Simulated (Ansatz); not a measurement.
## PbO$_{2}$: pressure against volume

PbO$_{2}$, Fm-3m, a = 5.408 Å. The structure is a COD entry; whether it is the stable form wasn't checked. Ansatz: PBE, PAW, 420 eV, Γ-centred 14×14×14 mesh on 3 atoms, Gaussian smearing 0.10 eV; no spin polarisation. Symmetry fixes shape and atoms, so the cell is only scaled; pressure is positive in compression.

| V (Å³/atom) | P (GPa) |
| --- | --- |
| 11.598 | 23.21 |
| 11.993 | 15.73 |
| 12.388 | 9.51 |
| 12.784 | 4.33 |
| 13.179 | 0.02 |
| 13.574 | ? |
| 13.970 | -6.61 |
| 14.497 | -9.87 |

Problem. Take V0 = 13.179 Å³/atom, count pressures from its P0 = 0.02 GPa, fit the third-order Birch–Murnaghan form to the other rows, and predict the missing pressure.

Solution. With the Eulerian strain f = ½[(V0/V)^(2/3) − 1] and y = (P − P0)/[3f(1 + 2f)^(5/2)], the form is the line y = B0 + 1.5 B0 (B0′ − 4) f. Rows (f, y): 0.04446, 140.5; 0.03244, 138.0; 0.02106, 135.5; 0.01025, 133.2; -0.01906, 127.8; -0.03078, 125.5. Means f = 0.009728, y = 133.42; Σ(Δf)² = 0.004320, ΣΔfΔy = 0.8560; the slope is their ratio. y = 131.5 + 198.1 f GPa, so B0 = 131.5 GPa and B0′ = 4 + 2 × (198.1)/(3 × 131.5) = 5.00. At V = 13.574, f = -0.00975, y = 129.57 and P = -3.59 GPa. The run gave -3.58 GPa, so the fit is 0.01 GPa too low, within the rms miss on the fitted rows (0.02 GPa).

Spin–orbit coupling is left out, which can shift energies with elements as heavy as these.

Cost: 8 runs of about 0.65 core-minutes in all, on Intel Xeon Platinum 8488C (Sapphire Rapids) (shared hosts).